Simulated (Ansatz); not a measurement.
# SnO$_{2}$: random displacements

Level of theory: DFT r2SCAN, scalar-relativistic, plane waves, PAW in Ansatz. Settings: plane waves to 500 eV, k-mesh 6×6×8 (Γ-centred), Gaussian smearing 0.05 eV. No spin polarisation. Energies are free energies at this smearing, counted from the undisturbed cell; pressure is positive in compression.

Reference structure (as given, not relaxed at this level):

```
Sn O
1.0
     4.73735    0.00000    0.00000
     0.00000    4.73735    0.00000
     0.00000    0.00000    3.18640
Sn O
2 4
Direct
  0.00000 0.00000 0.00000
  0.50000 0.50000 0.50000
  0.30562 0.30562 0.00000
  0.19438 0.80562 0.50000
  0.69438 0.69438 0.00000
  0.80562 0.19438 0.50000
```

The atoms are displaced (Å, in the unstrained cell):

| atom | ux | uy | uz |
| --- | --- | --- | --- |
| Sn1 | 0.033 | -0.010 | 0.034 |
| Sn2 | -0.053 | 0.040 | -0.154 |
| O3 | -0.051 | 0.001 | -0.047 |
| O4 | -0.004 | 0.031 | 0.053 |
| O5 | 0.089 | 0.013 | 0.116 |
| O6 | -0.014 | -0.074 | -0.002 |

The cell is not strained.

What are the energy change, the stress and the forces?

ΔE = 98.7 meV/atom; stress (xx, yy, zz, yz, xz, xy; compression positive) (5.92, 6.88, 7.63, 0.32, -2.62, 3.45) GPa; gap on the mesh 1.76 eV.
```csv
atom,Fx (eV/Å),Fy,Fz
Sn1,-1.15,0.71,-0.17
Sn2,0.89,-1.50,3.09
O3,0.80,0.87,-0.71
O4,0.91,-0.66,-0.36
O5,-0.64,-0.57,-2.23
O6,-0.82,1.14,0.38
```

Cost: 1 run of about 1.9 core-minutes, on Intel Xeon Processor @ 2.50GHz (Skylake/Cascade Lake) (shared hosts).